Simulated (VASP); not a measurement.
A run of VASP 6.6.1:

Contents of INCAR:

```
  PREC = Accurate
  ENCUT = 520
  EDIFF = 1E-6
  ISMEAR = 0
  SIGMA = 0.05
  LREAL = F
  LASPH = T
  NELM = 150
  ALGO = Fast
  ISIF = 2
  LWAVE = F
  LCHARG = F
  ISPIN = 2
  MAGMOM = 2 0
  LORBIT = 11
  NUPDOWN = 0
  LMAXMIX = 4
  LDAU = T
  LDAUTYPE = 2
  LDAUL = 2 -1
  LDAUU = 7 0
  LDAUJ = 0 0
  LDAUPRINT = 1
  GGA = CA
```

Contents of KPOINTS:

```
Automatic mesh
0
Gamma
  8 8 7
```

POSCAR

```
CoO
1.0
    2.8562992300      0.0000000000      0.0000000000
   -1.4281496100      2.4736276900      0.0000000000
    0.0000000000      0.0000000000      2.7876065300
Co O
1 1
Direct
    0.0000000000      0.0000000000      0.0000000000
    0.6666666667      0.3333333333      0.5000000000
```

Potentials or basis: VASP PAW LDA potentials, release 64 (Co, O).

The run is started by

```console
$ cat potpaw_LDA.64/Co/POTCAR potpaw_LDA.64/O/POTCAR > POTCAR
$ mpirun -np 1 vasp_std > vasp.out
```

Hardware: 1 thread of Intel(R) Xeon(R) Platinum 8488C (Sapphire Rapids), on a shared host.

Problem. Estimate the wall time of this run.

Solution. Run time: 17 s on 1 thread of Intel(R) Xeon(R) Platinum 8488C (Sapphire Rapids), with other jobs on the host, peak memory 0.13 GiB. Counts: scf iterations 22, k points 40.
